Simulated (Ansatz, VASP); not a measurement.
**One calculation of Mg, two programs**

```
CELL_PARAMETERS angstrom
3.14402 0.00000 0.00000
-1.57201 2.72280 0.00000
0.00000 0.00000 5.05923
ATOMIC_POSITIONS crystal
Mg 0.33333 0.66667 0.25000
Mg 0.66667 0.33333 0.75000
```

Alike in both runs: functional LDA; k mesh 15 × 15 × 8; occupations fermi-dirac, width 0.15 eV; no spin polarisation.

Ansatz relaxed the structure, and its values are those at the end. VASP's run is a single point on that final structure, the one shown.

|  | VASP | Ansatz |
| --- | --- | --- |
| version | VASP 6.6.1 | Ansatz 0.2.0 |
| potentials or method | VASP PAW LDA potentials, release 64 (Mg) | scalar-relativistic, plane waves, PAW |
| plane-wave cutoff (eV) | 520 | 420 |
| valence electrons in the cell | 4 | 20 |

Ansatz gave:

```
gap on the k mesh at the Fermi level (eV) : none
pressure (GPa)                            : 0.0
```

Question: Estimate VASP's values.

Answer: gap on the k mesh at the Fermi level (eV): none; pressure (GPa): -0.3.

A gap of «none» marks a metal or a gap that the smearing closes. The two sets of potentials don't hold the same shells in valence.
